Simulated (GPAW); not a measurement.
# GaP (F-43m) in GPAW: a series of runs

Aim: see how the results for GaP move with the level of theory and the settings. Levels: C09-vdW, PBEint, PBE, TPSS+D3(BJ), LDA. Tasks: equation of state.

Everything below comes from runs of GPAW 26.7.0. Logs are shortened: lines on timing, memory, paths and dates and some standing lists are left out, and cuts for length are marked. The log counts tension as positive stress, the text compression.

**Experimental background.**

“Phosphorous dimerization in GaP at high pressure”, 2017, arxiv:1709.06667 reports, for a bulk crystal of GaP: bulk modulus 87.5 ± 0.6 GPa.

The results are compared with them further down.

**1. The structure**

It takes space group F-43m (No. 216, cubic). Conventional cell: a = 5.451 Å, b = 5.451 Å, c = 5.451 Å, α = 90.00°, β = 90.00°, γ = 90.00°. Ga (site symmetry -43m) is surrounded by 4 P at 2.36 Å. Around P (site symmetry -43m) lie 4 Ga at 2.36 Å.

**2. Equation of state, C09-vdW**

Input file run.py:

```python
from ase.eos import EquationOfState
from ase.io import Trajectory, read
from ase.units import GPa
from gpaw import GPAW, PW

atoms = read('GaP.xyz')

traj = Trajectory('eos.traj', 'w')
volumes, energies = [], []
for x in [0.94, 0.96, 0.98, 1.0, 1.02, 1.04, 1.06]:
    a = atoms.copy()
    a.set_cell(atoms.cell * x**(1 / 3), scale_atoms=True)
    calc = GPAW(mode=PW(600),
                xc={'name': 'C09-vdW', 'backend': 'libvdwxc'},
                kpts={'size': (8, 8, 8), 'gamma': True},
                occupations={'name': 'fermi-dirac', 'width': 0.05},
                nbands=11,
                convergence={'density': 1e-05, 'energy': 1e-05},
                maxiter=150,
                txt=f'eos-{x:.2f}.txt')
    a.calc = calc
    energies.append(a.get_potential_energy(force_consistent=True))
    volumes.append(a.get_volume())
    calc.write(f'eos-{x:.2f}.gpw')
    traj.write(a)
    print(f'{x:.2f} {volumes[-1]:10.4f} A^3 {energies[-1]:14.6f} eV', flush=True)

v0, e0, B = EquationOfState(volumes, energies, eos='birchmurnaghan').fit()
print(f'V0 = {v0:.4f} A^3, E0 = {e0:.6f} eV, B0 = {B / GPa:.2f} GPa')
```

Input file GaP.xyz:

```xyz
2
Lattice="0.0000000000 2.7252500000 2.7252500000 2.7252500000 0.0000000000 2.7252500000 2.7252500000 2.7252500000 0.0000000000" Properties=species:S:1:pos:R:3 pbc="T T T"
Ga     0.0000000000      0.0000000000      0.0000000000
P      4.0878750000      4.0878750000      4.0878750000
```

Potentials or basis: GPAW PAW data sets (gpaw-data 1.2.1), pw.

Launch:

```console
$ OMP_NUM_THREADS=1 python run.py
```

The log of the run:

```text
__  _  _
 | _ |_)|_||  |
 |__||  | ||/\| - 26.7.0

Input parameters:
  mode=PW(ecut=600.0),
  convergence={'density': 1e-05, 'energy': 1e-05},
  kpts=MonkhorstPack(size=(8, 8, 8), gamma=True),
  maxiter=150,
  nbands=11,
  occupations=Occupations(name='fermi-dirac', width=0.05),
  xc=XC(name='C09-vdW', backend='libvdwxc')

Diagonalizing LCAO Hamiltonian
Converting LCAO to pw mode

                    P

       Ga

Atoms  # Å, Bohr magnetons
|   | symbol |        x |        y |        z |    initial magnetic moments |
|---|--------|----------|----------|----------|-----------------------------|
| 0 |     Ga | 0.000000 | 0.000000 | 0.000000 | ( 0.0000,  0.0000,  0.0000) |
| 1 |      P | 4.004426 | 4.004426 | 4.004426 | ( 0.0000,  0.0000,  0.0000) |

Unit cell  # Å
| periodic |        x |        y |        z |  lengths |    angles |
|----------|----------|----------|----------|----------|-----------|
|      yes | 0.000000 | 2.669617 | 2.669617 | 3.775409 | 60.000000 |
|      yes | 2.669617 | 0.000000 | 2.669617 | 3.775409 | 60.000000 |
|      yes | 2.669617 | 2.669617 | 0.000000 | 3.775409 | 60.000000 |

Number of symmetries: 24
Symmetry operations  # r_c * U_cc + t_c -> r_c
|    | kind |            matrix            |
|----|------|------------------------------|
|  0 |  E   |  1, 0, 0,  0, 1, 0,  0, 0, 1 |
|  1 |  σ   |  1, 0, 0,  0, 0, 1,  0, 1, 0 |
|  2 |  σ   |  1, 0,-1,  0, 1,-1,  0, 0,-1 |
|  3 |  C3  |  1, 0,-1,  0, 0,-1,  0, 1,-1 |
|  4 |  C3  |  1,-1, 0,  0,-1, 1,  0,-1, 0 |
|  5 |  σ   |  1,-1, 0,  0,-1, 0,  0,-1, 1 |
|  6 |  σ   |  0, 1, 0,  1, 0, 0,  0, 0, 1 |
|  7 |  C3  |  0, 1, 0,  0, 0, 1,  1, 0, 0 |
|  8 |  C2  |  0, 1,-1,  1, 0,-1,  0, 0,-1 |
|  9 |  S4  |  0, 1,-1,  0, 0,-1,  1, 0,-1 |
| 10 |  C3  |  0, 0, 1,  1, 0, 0,  0, 1, 0 |
| 11 |  σ   |  0, 0, 1,  0, 1, 0,  1, 0, 0 |
| 12 |  S4  |  0, 0,-1,  1, 0,-1,  0, 1,-1 |
| 13 |  C3  |  0, 0,-1,  0, 1,-1,  1, 0,-1 |
| 14 |  S4  |  0,-1, 1,  1,-1, 0,  0,-1, 0 |
| 15 |  C2  |  0,-1, 1,  0,-1, 0,  1,-1, 0 |
| 16 |  C3  |  0,-1, 0,  1,-1, 0,  0,-1, 1 |
| 17 |  S4  |  0,-1, 0,  0,-1, 1,  1,-1, 0 |
| 18 |  S4  | -1, 1, 0, -1, 0, 1, -1, 0, 0 |
| 19 |  C3  | -1, 1, 0, -1, 0, 0, -1, 0, 1 |
| 20 |  C3  | -1, 0, 1, -1, 1, 0, -1, 0, 0 |
| 21 |  S4  | -1, 0, 1, -1, 0, 0, -1, 1, 0 |
| 22 |  σ   | -1, 0, 0, -1, 1, 0, -1, 0, 1 |
| 23 |  C2  | -1, 0, 0, -1, 0, 1, -1, 1, 0 |

BZ-sampling:
  Number of BZ points: 512
  Number of IBZ points: 29

  Monkhorst-Pack size: [8, 8, 8]
  Monkhorst-Pack shift: [0.0625, 0.0625, 0.0625]

K-points  # in reciprocal-cell coordinates
|     |                                coordinates |     weight |
|-----|--------------------------------------------|------------|
|   0 | (  0.00000000,   0.00000000,   0.00000000) | 0.00195312 |
|   1 | (  0.12500000,   0.12500000,   0.00000000) | 0.01171875 |
|   2 | (  0.12500000,   0.12500000,   0.12500000) | 0.01562500 |
|   3 | (  0.25000000,   0.12500000,   0.12500000) | 0.02343750 |
|   4 | (  0.25000000,   0.25000000,   0.00000000) | 0.01171875 |
|   5 | (  0.25000000,   0.25000000,   0.12500000) | 0.04687500 |
|   6 | (  0.25000000,   0.25000000,   0.25000000) | 0.01562500 |
|   7 | (  0.37500000,   0.25000000,  -0.37500000) | 0.04687500 |
|   8 | (  0.37500000,   0.25000000,   0.12500000) | 0.04687500 |
|   9 | (  0.37500000,   0.25000000,   0.25000000) | 0.04687500 |
| ... |                                            |            |
|  28 | (  0.50000000,   0.50000000,   0.50000000) | 0.00781250 |

Plane wave coefficients: 1287
Cutoff: 600.0 eV

Spin-components: 1 (collinear spins)
Bands:           11
Projectors:      10
Spin-degeneracy: 2
Datatype:        complex128

Parallelization:
  kpt:    1
  domain: 1
  band:   1

Density:
  Valence electrons: 8.0
  Components: 1
  Grid points: [24 24 24]
  Charge: 0.0  # |e|

Potential:
  Grid points: [24 24 24]

species:
  Ga:
    name:    Gallium
    Z:       31.0
    valence: 3
    core:    28
    charge:  0.0  # [|e|]
    compensation charges:
      type: gauss
      rc: 0.37  # [Å]
      lmax: 2
    cutoffs:
      filter: 2.06  # [Å]
      core: 4.17  # [Å]
    projectors
    | kind |    occ | energy [eV] | rcut [Å] |
    |------|--------|-------------|----------|
    |   4s |  2.000 |      -8.945 |    1.164 |
    |   4p |  1.000 |      -2.580 |    1.164 |
    |    s |        |      18.266 |    1.164 |
    |    p |        |      24.631 |    1.164 |
    |    d |        |       0.000 |    1.164 |

    Using partial waves for Ga as LCAO basis

  P:
    name:    Phosphorus
    Z:       15.0
    valence: 5
    core:    10
    charge:  0.0  # [|e|]
    compensation charges:
      type: gauss
      rc: 0.30  # [Å]
      lmax: 2
    cutoffs:
      filter: 1.69  # [Å]
      core: 1.81  # [Å]
    projectors
    | kind |    occ | energy [eV] | rcut [Å] |
    |------|--------|-------------|----------|
    |   3s |  2.000 |     -13.968 |    0.953 |
    |   3p |  3.000 |      -5.506 |    0.953 |
    |    s |        |      13.244 |    0.953 |
    |    p |        |      21.705 |    0.953 |
    |    d |        |       0.000 |    0.953 |

    Using partial waves for P as LCAO basis

Reference energy: -62187.585188  # eV

eigensolver:
  PPCG
  Converge bands: occupied
  niter=2

density mixing:
  MSR1-Mixer
  Pratt-step length: 0.05
  Maximum mixing coefficient: 0.75
  Old densities: 10
  SVD Regularization: 0.005
  Good broyden scale: 1.0
  Trust region scale: 1.0
  Backstep threshold: 4.0
  History deletion threshold: 6.0
  Fourier metric: weight=20.0, sigma=0.015

occupation numbers:
  Fermi-Dirac:
    width: 0.0500  # eV

poisson solver:
  ecut: 4800.0  # eV

xc functional:
  name: vdW-C09 with libvdwxc
  Mode: serial
  Semilocal: GGA_X_C09X+LDA_C_PW with 2 nearest neighbor stencil
  Corresponding non-local functional: vdW-DF
  Local blocksize: 48 x 48 x 48
  PAW datasets: PBE

convergence criteria:
- Maximum integral of absolute [dens]ity change: 1e-05 electrons / valence electron
- Maximum [total energy] change in last 3 cyles: 1e-05 eV / valence electron
- Maximum integral of absolute [eigenst]ate change: 4e-08 eV^2 / valence electron
maximum number of iterations: 150

SCF iterations
|iter     | |      energy | eigst |  dens |
|---------|-|-------------|-------|-------|
|iter:   1| |   25.621434 | -0.24 |       |
|iter:   2| |   25.653641 | -2.33 | -0.85 |
|iter:   3| |   25.803179 | -1.89 | -0.88 |
|iter:   4| |   25.803323 | -3.44 | -1.54 |
|iter:   5| |   25.803146 | -4.48 | -2.09 |
|iter:   6| |   25.803111 | -5.74 | -2.81 |
|iter:   7| |   25.803110c| -7.24 | -3.79 |
|iter:   8| |   25.803110c| -7.88c| -4.28 |
|iter:   9| |   25.803110c| -8.99c| -5.38c|

Converged in 9 steps
Energy contributions relative to reference atoms: (reference = -62187.585188)

Energy contributions:
  Kinetic:          32.613939
  Coulomb:         -28.248097
  Zero:             -0.005869
  External:          0.000000
  Xc:               21.443137
  Entropy:          -0.000000
  Spinorbit:         0.000000
  ----------------------------
  Free energy:      25.803110
  Extrapolated:     25.803110

dipole moment: (-10.445592, -10.445592, -10.445592)  # |e|*Ang

Fermi level: 6.266
Eigenvalues  # (at kpt = [0.000, 0.000, 0.000])
| band index |      eig [eV] | occ [0-2] |
|------------|---------------|-----------|
|          0 |        -7.373 |     2.000 |
|          1 |         5.565 |     2.000 |
|          2 |         5.565 |     2.000 |
|          3 |         5.565 |     2.000 |
|          4 |         7.965 |     0.000 |
|          5 |         9.439 |     0.000 |
|          6 |         9.439 |     0.000 |
|          7 |         9.439 |     0.000 |
|          8 |        14.593 |     0.000 |
|          9 |        15.309 |     0.000 |
|         10 |        15.309 |     0.000 |

Gap: 1.426 eV
Transition (v -> c):
  (s=0, k=0, n=3, [0.00, 0.00, 0.00]) -> (s=0, k=24, n=4, [0.50, 0.50, 0.00])
Direct/indirect transitions are different
Direct gap: 2.401 eV
Transition at: (s=0, k=0, n=3, [0.00, 0.00, 0.00])
# Writing to eos-0.94.gpw (mode='')
```

It took 50 s on 1 thread of Intel Xeon Platinum 8488C (Sapphire Rapids), shared host; peak memory 0.23 GiB.

What came out:

* Equilibrium volume: 20.80 Å³/atom
* Bulk modulus: 86 GPa
* Pressure derivative of the bulk modulus: 4.2

Energy against volume, from the lowest point:
```tsv
volume (Å³/atom)	energy (meV/atom)
19.026	47.08
19.431	26.91
19.836	12.71
20.240	3.89
20.645	0.00
21.050	0.52
21.455	5.00
```

Caveat: the data sets keep Ga 3d, Li 1s and Be 1s frozen, and some such compounds lay over 1.5 % in volume off other programs; the PAW data sets were made with another functional, which shifts forces and pressure a little.

**3. Equation of state, PBEint**

Changes to run.py since step 2:

```diff
@@ -3,5 +3,7 @@
 from ase.units import GPa
-from gpaw import GPAW, PW
+from gpaw import GPAW, PW, setup_paths
 
-atoms = read('GaP.xyz')
+setup_paths.insert(0, '.')
+
+atoms = read('POSCAR')
 
@@ -13,3 +15,3 @@
     calc = GPAW(mode=PW(600),
-                xc={'name': 'C09-vdW', 'backend': 'libvdwxc'},
+                xc='GGA_X_PBEINT+GGA_C_PBEINT',
                 kpts={'size': (8, 8, 8), 'gamma': True},
@@ -23,5 +25,6 @@
     volumes.append(a.get_volume())
+    p = -a.get_stress()[:3].mean() / GPa
     calc.write(f'eos-{x:.2f}.gpw')
     traj.write(a)
-    print(f'{x:.2f} {volumes[-1]:10.4f} A^3 {energies[-1]:14.6f} eV', flush=True)
+    print(f'{x:.2f} {volumes[-1]:10.4f} A^3 {energies[-1]:14.6f} eV {p:9.3f} GPa', flush=True)
```

Input file POSCAR:

```
GaP
1.0
    0.0000000000      2.7252500000      2.7252500000
    2.7252500000      0.0000000000      2.7252500000
    2.7252500000      2.7252500000      0.0000000000
Ga P
1 1
Direct
    0.0000000000      0.0000000000      0.0000000000
    0.7500000000      0.7500000000      0.7500000000
```

Potentials or basis: PAW data sets generated in the run's folder for this functional, pw.

Launch:

```console
$ gpaw-setup -f GGA_X_PBEINT+GGA_C_PBEINT Ga P
$ OMP_NUM_THREADS=1 python run.py
```

The log of the run:

```text
__  _  _
 | _ |_)|_||  |
 |__||  | ||/\| - 26.7.0

Input parameters:
  mode=PW(ecut=600.0),
  convergence={'density': 1e-05, 'energy': 1e-05},
  kpts=MonkhorstPack(size=(8, 8, 8), gamma=True),
  maxiter=150,
  nbands=11,
  occupations=Occupations(name='fermi-dirac', width=0.05),
  xc=XC(name='GGA_X_PBEINT+GGA_C_PBEINT')

Diagonalizing LCAO Hamiltonian
Converting LCAO to pw mode

                    P

       Ga

Atoms  # Å, Bohr magnetons
|   | symbol |        x |        y |        z |    initial magnetic moments |
|---|--------|----------|----------|----------|-----------------------------|
| 0 |     Ga | 0.000000 | 0.000000 | 0.000000 | ( 0.0000,  0.0000,  0.0000) |
| 1 |      P | 4.004426 | 4.004426 | 4.004426 | ( 0.0000,  0.0000,  0.0000) |

Unit cell  # Å
| periodic |        x |        y |        z |  lengths |    angles |
|----------|----------|----------|----------|----------|-----------|
[... 174 lines left out ...]
|iter:   9| |   -9.415976c| -8.69c| -5.33c|

Converged in 9 steps
Energy contributions relative to reference atoms: (reference = -62134.355541)

Energy contributions:
  Kinetic:          32.427653
  Coulomb:         -28.116717
  Zero:              0.009055
  External:          0.000000
  Xc:              -13.735967
  Entropy:          -0.000000
  Spinorbit:         0.000000
  ----------------------------
  Free energy:      -9.415976
  Extrapolated:     -9.415976

dipole moment: (-10.428006, -10.428006, -10.428006)  # |e|*Ang

Fermi level: 6.302
Eigenvalues  # (at kpt = [0.000, 0.000, 0.000])
| band index |      eig [eV] | occ [0-2] |
|------------|---------------|-----------|
|          0 |        -7.360 |     2.000 |
|          1 |         5.604 |     2.000 |
|          2 |         5.604 |     2.000 |
|          3 |         5.604 |     2.000 |
|          4 |         8.011 |     0.000 |
|          5 |         9.467 |     0.000 |
|          6 |         9.467 |     0.000 |
|          7 |         9.467 |     0.000 |
|          8 |        14.626 |     0.000 |
|          9 |        15.331 |     0.000 |
|         10 |        15.331 |     0.000 |

Gap: 1.420 eV
Transition (v -> c):
  (s=0, k=0, n=3, [0.00, 0.00, 0.00]) -> (s=0, k=24, n=4, [0.50, 0.50, 0.00])
Direct/indirect transitions are different
Direct gap: 2.407 eV
Transition at: (s=0, k=0, n=3, [0.00, 0.00, 0.00])

Stress tensor  # eV/Ang^3
|         x |         y |         z |
|-----------|-----------|-----------|
| -0.058496 | -0.000000 |  0.000000 |
| -0.000000 | -0.058496 | -0.000000 |
|  0.000000 | -0.000000 | -0.058496 |

# Writing to eos-0.94.gpw (mode='')
```

stdout:

```text
0.94    38.0519 A^3      -9.415976 eV     9.372 GPa
0.96    38.8616 A^3      -9.456949 eV     6.850 GPa
0.98    39.6712 A^3      -9.485836 eV     4.587 GPa
1.00    40.4808 A^3      -9.503882 eV     2.556 GPa
1.02    41.2904 A^3      -9.512199 eV     0.734 GPa
1.04    42.1000 A^3      -9.511792 eV    -0.900 GPa
1.06    42.9096 A^3      -9.503563 eV    -2.364 GPa
V0 = 41.6522 A^3, E0 = -9.513042 eV, B0 = 84.55 GPa
```

Run time: 51 s. Hardware: 1 thread of Intel Xeon Platinum 8488C (Sapphire Rapids), shared host; peak memory 0.19 GiB.

Results:

```
Equilibrium volume                      : 20.83 Å³/atom
Bulk modulus                            : 85 GPa
Pressure derivative of the bulk modulus : 4.6
```

Energy against volume, from the lowest point:
```
volume (Å³/atom)  energy (meV/atom)
          19.026              48.11
          19.431              27.62
          19.836              13.18
          20.240               4.16
          20.645               0.00
          21.050               0.20
          21.455               4.32
```

Caveat: the data sets keep Ga 3d, Li 1s and Be 1s frozen, and some such compounds lay over 1.5 % in volume off other programs.

(Continued in part 2 of 2.)
